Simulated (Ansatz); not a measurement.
A 2-atom cell of KCl (Fm-3m) from a materials database was relaxed with 5 functionals in the PAW code Ansatz, cell and atoms free, the symmetry of the start kept (meshes: PBE 6×6×6, r2SCAN 6×6×6, PBEsol 6×6×6, LDA 6×6×6, HSE06 4×4×4). (Simulation; spin polarisation is off.)

The HSE06 result:
```
CELL_PARAMETERS angstrom
0.00000 3.17184 3.17184
3.17184 0.00000 3.17184
3.17184 3.17184 0.00000
ATOMIC_POSITIONS crystal
K 0.00000 0.00000 0.00000
Cl 0.50000 0.50000 0.50000
```

The symmetry is Fm-3m (No. 225, cubic); a = 6.344 Å in the conventional setting, 31.91 Å³ an atom. Around K lie 6 Cl at 3.17 Å; around Cl lie 6 K at 3.17 Å.

Question: Order the functionals by the relaxed volume, smallest first.
A. HSE06
B. PBE
C. LDA
D. r2SCAN
E. PBEsol

Answer: C (28.05 Å³/atom), E (30.42 Å³/atom), D (31.10 Å³/atom), A (31.91 Å³/atom), B (32.43 Å³/atom).

Question: How does the cell change with PBE?

Answer: a = 6.378 Å; the volume differs by +1.6 % from HSE06's. K is surrounded by 6 Cl at 3.19 Å; Cl is surrounded by 6 K at 3.19 Å.

Question: How does the cell change with LDA?

Answer: a = 6.077 Å; the volume differs by -12.1 % from HSE06's. Around K lie 6 Cl at 3.04 Å; around Cl lie 6 K at 3.04 Å.

Question: Held at the r2SCAN cell, what mean stress do LDA and PBE find, and does its sign point to their own minimum?

Answer: Yes. LDA -1.94 GPa, and its relaxed volume is -9.8 % from r2SCAN's; PBE +0.79 GPa, and its relaxed volume is +4.3 % from r2SCAN's. Compression counts positive, so a positive stress asks for a larger cell.
